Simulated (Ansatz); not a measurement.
A run of Ansatz 0.2.0:

The input input.yaml:

```yaml
crystal:
  lattice:
    - [-2.574489719, 2.574489719, 1.3974126432]
    - [2.574489719, -2.574489719, 1.3974126432]
    - [2.574489719, 2.574489719, -1.3974126432]
  atoms:
    - { symbol: Ge, position: [0.5, 0.5, 0.0] }
    - { symbol: Ge, position: [0.25, 0.75, 0.5] }
hamiltonian:
  xc: pbe
  pseudopotentials: { kind: paw }
  dispersion: d4
kpoints:
  mp_grid: { grid: [11, 11, 11] }
scf:
  occupations: { method: fermi_dirac, width: 0.05 }
output:
  forces: true
  stress: true
  write_density: true
  write_potential: true
  elf: true
  volumetric_format: npy
relax:
  f_tol: 0.01
  max_steps: 40
  cell: { stress_tol: 0.05 }
```

Potentials or basis: Ansatz PAW.

Run with:

```sh
$ ansatz run input.yaml --threads 2 --pin off --max-ram 5632MiB --backend cpu --events-out ev --progress --plain --runs-dir out
```

Hardware: 2 threads of Intel(R) Xeon(R) Processor @ 2.50GHz (Skylake/Cascade Lake), on a shared host.

Q: Estimate the wall time of this run.

A: It took 23 s on 2 threads of Intel(R) Xeon(R) Processor @ 2.50GHz (Skylake/Cascade Lake), with other jobs on the host, peak memory 0.41 GiB. Counts: scf iterations 19, plane waves 733, k points 126, bands 18, ion steps 4.
